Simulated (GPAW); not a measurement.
# WC (Qusongite) (P-6m2) in GPAW: notebook

Aim: see how the results for WC (Qusongite) move with the level of theory and the settings. Levels: PBEsol+D3(BJ)+ATM, PBEsol+D4. Tasks: relaxation of cell and atoms.

Program: GPAW 26.7.0. These are calculated values, not measurements. Logs are shortened: lines on timing, memory, paths and dates and some standing lists are left out, and cuts for length are marked. The log counts tension as positive stress, the text compression.

## Step 1: The structure

It takes space group P-6m2 (No. 187, hexagonal). Conventional cell: a = 2.907 Å, b = 2.907 Å, c = 2.837 Å, α = 90.00°, β = 90.00°, γ = 120.00°. Around W (site symmetry -6m2) lie 6 C at 2.20 Å. C (site symmetry -6m2) has 6 W at 2.20 Å as nearest neighbours.

## Step 2: Relaxation of cell and atoms, PBEsol+D3(BJ)+ATM

Input file run.py:

```python
from ase import Atoms
from ase.calculators.mixing import SumCalculator
from ase.filters import FrechetCellFilter
from ase.io import write
from ase.optimize import BFGS
from dftd3.ase import DFTD3
from gpaw import GPAW, PW, setup_paths

setup_paths.insert(0, '.')

atoms = Atoms(['W', 'C'],
              cell=[[2.9065, 0.0, 0.0],
                    [-1.45325, 2.5171028361, 0.0],
                    [0.0, 0.0, 2.8366]],
              scaled_positions=[[0.0, 0.0, 0.0],
                                [0.6666666667, 0.3333333333, 0.5]],
              pbc=True)

calc = GPAW(mode=PW(800),
            xc='PBEsol',
            kpts={'size': (9, 9, 8), 'gamma': True},
            occupations={'name': 'fermi-dirac', 'width': 0.05},
            nbands=19,
            convergence={'density': 1e-05, 'forces': 0.0001},
            maxiter=150,
            txt='gpaw.txt')
atoms.calc = SumCalculator([calc, DFTD3(damping='d3bj', params_tweaks=dict(method='pbesol', atm=True))])
opt = BFGS(FrechetCellFilter(atoms), trajectory='relax.traj', logfile='-')
done = opt.run(fmax=0.02, steps=60)
calc.write('gs.gpw')
write('result.traj', atoms)
print('Converged:', done)
print('Cell:', atoms.cell.cellpar().round(4))
print('Volume:', round(atoms.get_volume(), 4))
print(atoms.get_scaled_positions().round(5))
```

Potentials or basis: PAW data sets generated in the run's folder for this functional, pw.

Started as:

```sh
> gpaw-setup -f PBEsol C W
> OMP_NUM_THREADS=1 python run.py
```

gpaw.txt:

```text
__  _  _
 | _ |_)|_||  |
 |__||  | ||/\| - 26.7.0

Input parameters:
  mode=PW(ecut=800.0),
  convergence={'density': 1e-05, 'forces': 0.0001},
  kpts=MonkhorstPack(size=(9, 9, 8), gamma=True),
  maxiter=150,
  nbands=19,
  occupations=Occupations(name='fermi-dirac', width=0.05),
  xc=XC(name='PBEsol')

Diagonalizing LCAO Hamiltonian
Converting LCAO to pw mode

           C

       W

Atoms  # Å, Bohr magnetons
|   | symbol |        x |        y |        z |    initial magnetic moments |
|---|--------|----------|----------|----------|-----------------------------|
| 0 |      W | 0.000000 | 0.000000 | 0.000000 | ( 0.0000,  0.0000,  0.0000) |
| 1 |      C | 1.453250 | 0.839034 | 1.418300 | ( 0.0000,  0.0000,  0.0000) |

Unit cell  # Å
| periodic |         x |        y |        z |  lengths |     angles |
|----------|-----------|----------|----------|----------|------------|
|      yes |  2.906500 | 0.000000 | 0.000000 | 2.906500 |  90.000000 |
|      yes | -1.453250 | 2.517103 | 0.000000 | 2.906500 |  90.000000 |
|      yes |  0.000000 | 0.000000 | 2.836600 | 2.836600 | 120.000000 |

Number of symmetries: 12
Symmetry operations  # r_c * U_cc + t_c -> r_c
|    | kind |            matrix            |
|----|------|------------------------------|
|  0 |  σ   |  1, 1, 0,  0,-1, 0,  0, 0, 1 |
|  1 |  C2  |  1, 1, 0,  0,-1, 0,  0, 0,-1 |
|  2 |  E   |  1, 0, 0,  0, 1, 0,  0, 0, 1 |
|  3 |  σ   |  1, 0, 0,  0, 1, 0,  0, 0,-1 |
|  4 |  C3  |  0, 1, 0, -1,-1, 0,  0, 0, 1 |
|  5 |  S3  |  0, 1, 0, -1,-1, 0,  0, 0,-1 |
|  6 |  σ   |  0,-1, 0, -1, 0, 0,  0, 0, 1 |
|  7 |  C2  |  0,-1, 0, -1, 0, 0,  0, 0,-1 |
|  8 |  σ   | -1, 0, 0,  1, 1, 0,  0, 0, 1 |
|  9 |  C2  | -1, 0, 0,  1, 1, 0,  0, 0,-1 |
| 10 |  C3  | -1,-1, 0,  1, 0, 0,  0, 0, 1 |
| 11 |  S3  | -1,-1, 0,  1, 0, 0,  0, 0,-1 |
[... 134 lines left out ...]
SCF iterations
|iter     | |      energy | eigst |  dens |force |
|---------|-|-------------|-------|-------|------|
|iter:   1| |  -24.025535 | -0.13 |       |      |
|iter:   2| |  -23.571929 | -2.68 | -0.94 |      |
|iter:   3| |  -22.549405 | -1.72 | -1.00 |      |
|iter:   4| |  -22.552266 | -3.58 | -1.71 |      |
|iter:   5| |  -22.557221c| -3.72 | -1.95 |      |
|iter:   6| |  -22.557178c| -5.61 | -3.06 |      |
|iter:   7| |  -22.557180c| -7.01 | -3.65 |      |
|iter:   8| |  -22.557179c| -8.37c| -4.30 |      |
|iter:   9| |  -22.557179c| -8.43c| -4.98 |      |
|iter:  10| |  -22.557179c| -9.44c| -5.91c|      |
|iter:  11| |  -22.557179c|-10.42c| -6.71c|-16.08c|

Converged in 11 steps
Energy contributions relative to reference atoms: (reference = -439665.733139)

Energy contributions:
  Kinetic:          14.461753
  Coulomb:         -16.346755
  Zero:              0.018511
  External:          0.000000
  Xc:              -20.689071
  Entropy:          -0.003233
  Spinorbit:         0.000000
  ----------------------------
  Free energy:     -22.558796
  Extrapolated:    -22.557179

dipole moment: (-4.692233, -9.822853, -10.591948)  # |e|*Ang

Fermi level: 13.992
Eigenvalues  # (at kpt = [0.000, 0.000, 0.000])
| band index |      eig [eV] | occ [0-2] |
|------------|---------------|-----------|
|          0 |       -59.738 |     2.000 |
|          1 |       -23.989 |     2.000 |
|          2 |       -23.873 |     2.000 |
|          3 |       -23.873 |     2.000 |
|          4 |        -0.408 |     2.000 |
|          5 |         9.679 |     2.000 |
[... 8 lines left out ...]
|         14 |        28.327 |     0.000 |
|         15 |        30.753 |     0.000 |
|        ... |               |           |
|         18 |        37.950 |     0.000 |

No gap
No difference between direct/indirect transitions

Stress tensor  # eV/Ang^3
|        x |        y |        z |
|----------|----------|----------|
| 0.021768 | 0.000000 | 0.000000 |
| 0.000000 | 0.021768 | 0.000000 |
| 0.000000 | 0.000000 | 0.029893 |

Forces  # eV/Ang
|       x |       y |       z |
|---------|---------|---------|
| 0.00000 | 0.00000 | 0.00000 |  # W    0
| 0.00000 | 0.00000 | 0.00000 |  # C    1

Interpolating wave functions to new cell

           C

       W

Atoms  # Å, Bohr magnetons
|   | symbol |        x |         y |         z |    initial magnetic moments |
|---|--------|----------|-----------|-----------|-----------------------------|
| 0 |      W | 0.000000 | -0.000000 | -0.000000 | ( 0.0000,  0.0000,  0.0000) |
| 1 |      C | 1.447225 |  0.835556 |  1.411493 | ( 0.0000,  0.0000,  0.0000) |

Unit cell  # Å
| periodic |         x |         y |        z |  lengths |     angles |
|----------|-----------|-----------|----------|----------|------------|
|      yes |  2.894450 | -0.000000 | 0.000000 | 2.894450 |  90.000000 |
|      yes | -1.447225 |  2.506667 | 0.000000 | 2.894450 |  90.000000 |
|      yes |  0.000000 |  0.000000 | 2.822986 | 2.822986 | 120.000000 |

Number of symmetries: 12
Symmetry operations  # r_c * U_cc + t_c -> r_c
|    | kind |            matrix            |
|----|------|------------------------------|
|  0 |  σ   |  1, 1, 0,  0,-1, 0,  0, 0, 1 |
|  1 |  C2  |  1, 1, 0,  0,-1, 0,  0, 0,-1 |
|  2 |  E   |  1, 0, 0,  0, 1, 0,  0, 0, 1 |
|  3 |  σ   |  1, 0, 0,  0, 1, 0,  0, 0,-1 |
|  4 |  C3  |  0, 1, 0, -1,-1, 0,  0, 0, 1 |
|  5 |  S3  |  0, 1, 0, -1,-1, 0,  0, 0,-1 |
|  6 |  σ   |  0,-1, 0, -1, 0, 0,  0, 0, 1 |
|  7 |  C2  |  0,-1, 0, -1, 0, 0,  0, 0,-1 |
|  8 |  σ   | -1, 0, 0,  1, 1, 0,  0, 0, 1 |
|  9 |  C2  | -1, 0, 0,  1, 1, 0,  0, 0,-1 |
| 10 |  C3  | -1,-1, 0,  1, 0, 0,  0, 0, 1 |
| 11 |  S3  | -1,-1, 0,  1, 0, 0,  0, 0,-1 |
[... 187 lines left out ...]
No gap
No difference between direct/indirect transitions

Stress tensor  # eV/Ang^3
|         x |         y |         z |
|-----------|-----------|-----------|
| -0.009028 | -0.000000 |  0.000000 |
| -0.000000 | -0.009028 |  0.000000 |
|  0.000000 |  0.000000 | -0.008408 |

Forces  # eV/Ang
|        x |       y |       z |
|----------|---------|---------|
| -0.00000 | 0.00000 | 0.00000 |  # W    0
| -0.00000 | 0.00000 | 0.00000 |  # C    1

Interpolating wave functions to new cell

           C

       W

Atoms  # Å, Bohr magnetons
|   | symbol |        x |         y |        z |    initial magnetic moments |
|---|--------|----------|-----------|----------|-----------------------------|
| 0 |      W | 0.000000 | -0.000000 | 0.000000 | ( 0.0000,  0.0000,  0.0000) |
| 1 |      C | 1.442291 |  0.832707 | 1.406432 | ( 0.0000,  0.0000,  0.0000) |

Unit cell  # Å
| periodic |         x |         y |         z |  lengths |     angles |
|----------|-----------|-----------|-----------|----------|------------|
|      yes |  2.884583 | -0.000000 |  0.000000 | 2.884583 |  90.000000 |
|      yes | -1.442291 |  2.498122 | -0.000000 | 2.884583 |  90.000000 |
|      yes |  0.000000 |  0.000000 |  2.812864 | 2.812864 | 120.000000 |

Number of symmetries: 12
Symmetry operations  # r_c * U_cc + t_c -> r_c
|    | kind |            matrix            |
|----|------|------------------------------|
|  0 |  σ   |  1, 1, 0,  0,-1, 0,  0, 0, 1 |
|  1 |  C2  |  1, 1, 0,  0,-1, 0,  0, 0,-1 |
|  2 |  E   |  1, 0, 0,  0, 1, 0,  0, 0, 1 |
|  3 |  σ   |  1, 0, 0,  0, 1, 0,  0, 0,-1 |
|  4 |  C3  |  0, 1, 0, -1,-1, 0,  0, 0, 1 |
|  5 |  S3  |  0, 1, 0, -1,-1, 0,  0, 0,-1 |
|  6 |  σ   |  0,-1, 0, -1, 0, 0,  0, 0, 1 |
|  7 |  C2  |  0,-1, 0, -1, 0, 0,  0, 0,-1 |
|  8 |  σ   | -1, 0, 0,  1, 1, 0,  0, 0, 1 |
|  9 |  C2  | -1, 0, 0,  1, 1, 0,  0, 0,-1 |
| 10 |  C3  | -1,-1, 0,  1, 0, 0,  0, 0, 1 |
| 11 |  S3  | -1,-1, 0,  1, 0, 0,  0, 0,-1 |
[... 186 lines left out ...]
No gap
No difference between direct/indirect transitions

Stress tensor  # eV/Ang^3
|         x |         y |         z |
|-----------|-----------|-----------|
| -0.035193 | -0.000000 |  0.000000 |
| -0.000000 | -0.035193 |  0.000000 |
|  0.000000 |  0.000000 | -0.039168 |

Forces  # eV/Ang
|       x |       y |       z |
|---------|---------|---------|
| 0.00000 | 0.00000 | 0.00000 |  # W    0
| 0.00000 | 0.00000 | 0.00000 |  # C    1

Interpolating wave functions to new cell

           C

       W

Atoms  # Å, Bohr magnetons
|   | symbol |        x |         y |        z |    initial magnetic moments |
|---|--------|----------|-----------|----------|-----------------------------|
| 0 |      W | 0.000000 | -0.000000 | 0.000000 | ( 0.0000,  0.0000,  0.0000) |
| 1 |      C | 1.442283 |  0.832703 | 1.406749 | ( 0.0000,  0.0000,  0.0000) |

Unit cell  # Å
| periodic |         x |         y |         z |  lengths |     angles |
|----------|-----------|-----------|-----------|----------|------------|
|      yes |  2.884567 | -0.000000 |  0.000000 | 2.884567 |  90.000000 |
|      yes | -1.442283 |  2.498108 | -0.000000 | 2.884567 |  90.000000 |
|      yes |  0.000000 |  0.000000 |  2.813499 | 2.813499 | 120.000000 |

Number of symmetries: 12
Symmetry operations  # r_c * U_cc + t_c -> r_c
|    | kind |            matrix            |
|----|------|------------------------------|
|  0 |  σ   |  1, 1, 0,  0,-1, 0,  0, 0, 1 |
|  1 |  C2  |  1, 1, 0,  0,-1, 0,  0, 0,-1 |
|  2 |  E   |  1, 0, 0,  0, 1, 0,  0, 0, 1 |
|  3 |  σ   |  1, 0, 0,  0, 1, 0,  0, 0,-1 |
|  4 |  C3  |  0, 1, 0, -1,-1, 0,  0, 0, 1 |
|  5 |  S3  |  0, 1, 0, -1,-1, 0,  0, 0,-1 |
|  6 |  σ   |  0,-1, 0, -1, 0, 0,  0, 0, 1 |
|  7 |  C2  |  0,-1, 0, -1, 0, 0,  0, 0,-1 |
|  8 |  σ   | -1, 0, 0,  1, 1, 0,  0, 0, 1 |
|  9 |  C2  | -1, 0, 0,  1, 1, 0,  0, 0,-1 |
| 10 |  C3  | -1,-1, 0,  1, 0, 0,  0, 0, 1 |
| 11 |  S3  | -1,-1, 0,  1, 0, 0,  0, 0,-1 |
[... 126 lines left out ...]
convergence criteria:
- Maximum integral of absolute [dens]ity change: 1e-05 electrons / valence electron
- Maximum change in the atomic [forces] across last 2 cycles: 0.0001 eV/Ang OR
Maximum error relative to the maximum force is below inf
- Maximum [total energy] change in last 3 cyles: 0.0005 eV / valence electron
- Maximum integral of absolute [eigenst]ate change: 4e-08 eV^2 / valence electron
maximum number of iterations: 150

SCF iterations
|iter     | |      energy | eigst |  dens |force |
|---------|-|-------------|-------|-------|------|
|iter:   1| |  -22.554064 | -4.68 |       |      |
|iter:   2| |  -22.554063 | -7.94c| -3.88 |      |
|iter:   3| |  -22.554057c| -7.32 | -3.93 |      |
|iter:   4| |  -22.554056c| -8.35c| -4.55 |      |
|iter:   5| |  -22.554056c| -8.56c| -5.13c|      |
|iter:   6| |  -22.554056c| -9.07c| -5.53c|-16.08c|

Converged in 6 steps
Energy contributions relative to reference atoms: (reference = -439665.733139)

Energy contributions:
  Kinetic:          19.971696
  Coulomb:         -20.965669
  Zero:              0.016404
  External:          0.000000
  Xc:              -21.574874
  Entropy:          -0.003227
  Spinorbit:         0.000000
  ----------------------------
  Free energy:     -22.555669
  Extrapolated:    -22.554056
[... 26 lines left out ...]
No gap
No difference between direct/indirect transitions

Stress tensor  # eV/Ang^3
|         x |         y |         z |
|-----------|-----------|-----------|
| -0.034951 | -0.000000 |  0.000000 |
| -0.000000 | -0.034951 |  0.000000 |
|  0.000000 |  0.000000 | -0.037757 |

Forces  # eV/Ang
|        x |        y |       z |
|----------|----------|---------|
| -0.00000 | -0.00000 | 0.00000 |  # W    0
|  0.00000 |  0.00000 | 0.00000 |  # C    1

# Writing to gs.gpw (mode='')
```

Run time: 67 s. Hardware: 1 thread of Arm Neoverse V1, shared host; peak memory 0.25 GiB.

What came out:

| Item | Value |
| --- | --- |
| Free energy | -23.3740 eV |
| Relaxed volume | 10.14 Å³/atom |
| Relaxed cell | a = 2.885 Å, b = 2.885 Å, c = 2.813 Å, α = 90.00°, β = 90.00°, γ = 120.00° |
| Space group after relaxing (to 0.05 Å) | P-6m2 (No. 187) |
| Energy gained by relaxing | 6.9 meV/atom |
| Ionic steps | 4 |
| Pressure after relaxing | 0.0 GPa |
| Band gap on the k mesh | none (metal or under the smearing width) |
| Dispersion energy per atom | -0.409 eV |

Stress tensor (GPa, compression positive):
```
-0.12  0.00  0.00
 0.00 -0.12  0.00
 0.00  0.00  0.22
```

Step by step:
| step | energy change (eV) | largest force (eV/Å) | pressure (GPa) | volume (Å³) |
| --- | --- | --- | --- | --- |
| 1 | 0.0000 | 0.0000 | -9.45 | 20.75 |
| 2 | -0.0113 | 0.0000 | -4.24 | 20.48 |
| 3 | -0.0137 | 0.0000 | 0.10 | 20.27 |
| 4 | -0.0137 | 0.0000 | 0.00 | 20.27 |

Final structure:
```cif
data_structure
_symmetry_space_group_name_H-M 'P 1'
_symmetry_Int_Tables_number 1
_cell_length_a 2.8846
_cell_length_b 2.8846
_cell_length_c 2.8135
_cell_angle_alpha 90.000
_cell_angle_beta 90.000
_cell_angle_gamma 120.000
_cell_volume 20.27
loop_
_atom_site_label
_atom_site_type_symbol
_atom_site_fract_x
_atom_site_fract_y
_atom_site_fract_z
_atom_site_occupancy
W1 W 0.00000 0.00000 0.00000 1
C1 C 0.66667 0.33333 0.50000 1
```

Caveat: later steps reuse the first step's grids; pairwise dispersion overbinds metals, which lowers pressure and volume. Spin-orbit coupling is left out, which matters for the levels of W.

## Step 3: Relaxation of cell and atoms, PBEsol+D4

Changes to run.py since step 2:

```diff
@@ -5,3 +5,3 @@
 from ase.optimize import BFGS
-from dftd3.ase import DFTD3
+from dftd4.ase import DFTD4
 from gpaw import GPAW, PW, setup_paths
@@ -26,3 +26,3 @@
             txt='gpaw.txt')
-atoms.calc = SumCalculator([calc, DFTD3(damping='d3bj', params_tweaks=dict(method='pbesol', atm=True))])
+atoms.calc = SumCalculator([calc, DFTD4(method='pbesol')])
 opt = BFGS(FrechetCellFilter(atoms), trajectory='relax.traj', logfile='-')
```

Potentials or basis: PAW data sets generated in the run's folder for this functional, pw.

Started as:

```sh
> gpaw-setup -f PBEsol C W
> OMP_NUM_THREADS=1 python run.py
```

Run time: 99 s. Hardware: 1 thread of Arm Neoverse V1, shared host; peak memory 0.26 GiB.

Results (log left out):

* Free energy: -23.1337 eV
* Relaxed volume: 10.17 Å³/atom
* Relaxed cell: a = 2.888 Å, b = 2.888 Å, c = 2.816 Å, α = 90.00°, β = 90.00°, γ = 120.00°
* Space group after relaxing (to 0.05 Å): P-6m2 (No. 187)
* Energy gained by relaxing: 4.8 meV/atom
* Ionic steps: 3
* Pressure after relaxing: 0.1 GPa
* Band gap on the k mesh: none (metal or under the smearing width)
* Dispersion energy per atom: -0.288 eV

Stress tensor (GPa, compression positive):
```
-0.06  0.00  0.00
 0.00 -0.06  0.00
 0.00  0.00  0.31
```

Step by step:
| step | energy change (eV) | largest force (eV/Å) | pressure (GPa) | volume (Å³) |
| --- | --- | --- | --- | --- |
| 1 | 0.0000 | 0.0000 | -7.92 | 20.75 |
| 2 | -0.0079 | 0.0000 | -3.55 | 20.53 |
| 3 | -0.0096 | 0.0000 | 0.06 | 20.35 |

Final structure:
```xyz
2
Lattice="2.8884 0.0000 0.0000 -1.4442 2.5014 0.0000 0.0000 0.0000 2.8162" Properties=species:S:1:pos:R:3 pbc="T T T"
W     0.0000    0.0000    0.0000
C     1.4442    0.8338    1.4081
```

Levels at points of the mesh, in eV from the Fermi level:
```tsv
k point	band 5	band 6	band 7	band 8	band 9	band 10	band 11	band 12	band 13	band 14
(0.00, 0.00, 0.00)	-14.55	-4.43	-3.41	-3.41	0.12	3.31	3.31	5.76	5.76	6.55
(0.00, 0.00, 0.50)	-10.40	-8.75	-2.07	-2.07	-0.61	-0.61	3.78	4.57	4.57	10.16
```

Caveat: later steps reuse the first step's grids; pairwise dispersion overbinds metals, which lowers pressure and volume. The run has no spin-orbit coupling, so splittings on W are missing.
